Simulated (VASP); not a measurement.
Set up this calculation in VASP 6.6.1, as the native input.

- Task: single point
- Functional: PBE
- Potentials or basis: VASP PAW PBE potentials, release 64 (Sn_d, S)
- Cutoff: 420 eV
- k mesh: 3 × 8 × 7
- Occupations: gaussian, width 0.02 eV
- Spin: no spin polarisation
- Further INCAR settings: ALGO = Fast; EDIFF = 1e-06; NBANDS = 50

The structure of SnS lies in POSCAR:

```
SnS
1.0
   11.2000000000      0.0000000000      0.0000000000
    0.0000000000      3.9870000000      0.0000000000
    0.0000000000      0.0000000000      4.3340000000
Sn S
4 4
Direct
    0.1194000000      0.2500000000      0.1198000000
    0.3806000000      0.7500000000      0.6198000000
    0.6194000000      0.2500000000      0.3802000000
    0.8806000000      0.7500000000      0.8802000000
    0.8508000000      0.2500000000      0.4793000000
    0.6492000000      0.7500000000      0.9793000000
    0.3508000000      0.2500000000      0.0207000000
    0.1492000000      0.7500000000      0.5207000000
```

The input as run:

INCAR

```
ALGO = Fast
EDIFF = 1E-6
ENCUT = 420
GGA = PE
ISIF = 2
ISMEAR = 0
LASPH = True
LCHARG = False
LREAL = False
LWAVE = False
NBANDS = 50
NELM = 80
PREC = Accurate
SIGMA = 0.02
```

KPOINTS

```
k-points
0
Gamma
  3 8 7
```

Potentials or basis: VASP PAW PBE potentials, release 64 (Sn_d, S).

Launch:

```sh
$ cat potpaw_PBE.64/Sn_d/POTCAR potpaw_PBE.64/S/POTCAR > POTCAR
$ mpirun -np 1 vasp_std > vasp.out
```

Results of the run:

```
Pressure               : 2.3 GPa
Largest force          : 0.138 eV/Å
Band gap on the k mesh : 0.92 eV, indirect (least direct gap 1.26 eV)
```

Caveat: spin-orbit coupling is left out, which moves the levels of the heavy elements; an odd mesh through Γ misses points on the zone boundary, where band edges often lie.

It took 3 min on 1 thread of Intel(R) Xeon(R) Platinum 8559C (Emerald Rapids), on a shared host, peak memory 0.36 GiB.
